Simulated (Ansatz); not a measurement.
The system is CuO (Tenorite).

```xyz
4
Lattice="2.3418 -1.7113 0.0000 2.3418 1.7113 0.0000 -0.8500 0.0000 5.0579" Properties=species:S:1:pos:R:3 pbc="T T T"
Cu    0.7459   -0.8557    2.5289
Cu    1.1709    0.8557    0.0000
O     1.7043    0.2793    3.7934
O     2.1293   -0.2793    1.2645
```

* Program: Ansatz 0.2.0
* Task: relaxation of cell and atoms
* Functional: PBE
* Dispersion: D4
* Potentials or basis: Ansatz PAW
* Cutoff: 420 eV (not typed: the program's choice for these potentials)
* k mesh: 10 × 10 × 5
* Occupations: fermi-dirac, width 0.05 eV
* Spin: no spin polarisation

At the start: volume 10.13 Å³/atom.

Question: Where does the relaxation end?

Answer: It ends after 22 steps and the volume is 10.90 Å³/atom (+7.5 %); space group P4_2/mmc (No. 131, to 0.05 Å).

The path:
```
step  energy change (eV)  largest force (eV/Å)  volume (Å³)
   1              0.0000                0.2607        40.54
   2             -0.0160                0.2314        41.11
   3             -0.0441                0.0378        41.93
   4             -0.0487                0.0104        42.65
   5             -0.0561                0.0001        42.47
   6             -0.0559                0.0005        42.53
   7             -0.0849                0.0011        42.53
   8             -0.0966                0.0123        42.96
   9             -0.0984                0.0394        43.50
  10             -0.1001                0.0014        43.33
  11             -0.1000                0.0003        43.35
  12             -0.1114                0.0019        43.35
  13             -0.1147                0.0018        43.50
  14             -0.1149                0.0001        43.55
  15             -0.1150                0.0005        43.55
  16             -0.1149                0.0000        43.55
  17             -0.1175                0.0005        43.55
  18             -0.1180                0.0002        43.59
  19             -0.1180                0.0000        43.59
  20             -0.1185                0.0002        43.59
  21             -0.1186                0.0005        43.60
  22             -0.1187                0.0005        43.60
```

Final structure:
```yaml
crystal:
  lattice:
    - [2.06020, -2.05302, 0.16073]
    - [2.06020, 2.05302, 0.16073]
    - [-0.40066, 0.00000, 5.12278]
  atoms:
    - { symbol: Cu, position: [0.50000, 0.00000, 0.50000] }
    - { symbol: Cu, position: [0.00000, 0.50000, 0.00000] }
    - { symbol: O, position: [0.49997, 0.50003, 0.75000] }
    - { symbol: O, position: [0.50003, 0.49997, 0.25000] }
```

Caveat: the plane-wave basis is chosen anew once the cell has moved, so the energies of steps on either side of that aren't comparable; the pressure holds a Pulay correction of +0.7 GPa for the finite cutoff; the run has no spin polarisation, though such a crystal can be magnetic.
